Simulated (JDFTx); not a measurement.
The system is I.

```xyz
1
Lattice="0.0000 2.3656 3.9098 2.1922 0.0000 3.9098 2.1922 2.3656 0.0000" Properties=species:S:1:pos:R:3 pbc="T T T"
I     0.0000    0.0000    0.0000
```

Base run:

| Item | Value |
| --- | --- |
| Program | JDFTx 1.7.0 (patched build) |
| Functional | revPBE |
| Potentials or basis | PseudoDojo-SR-PBE-0.5-standard with smoothed tails |
| Cutoff | 952 eV |
| Density cutoff | 3810 eV |
| k mesh | 9 × 9 × 9 |
| Occupations | fermi-dirac, width 0.05 eV |
| Spin | no spin polarisation |

Its results: band gap on the k mesh none (metal or under the smearing width); pressure 1.3 GPa.

**Question.** The run is repeated on the same cell with these changes: functional from revPBE to LDA; potentials or basis from PseudoDojo-SR-PBE-0.5-standard with smoothed tails to PseudoDojo-SR-LDA-0.4.1-standard with smoothed tails. What comes out?

**Answer.** Band gap on the k mesh none (metal or under the smearing width); pressure -2.3 GPa.

Caveats: the empty levels aren't tightly converged; an odd number of electrons without spin polarisation forces a metal; a magnetic or distorted state may lie lower; the potentials were made for another functional, which shifts forces and pressure (some runs).
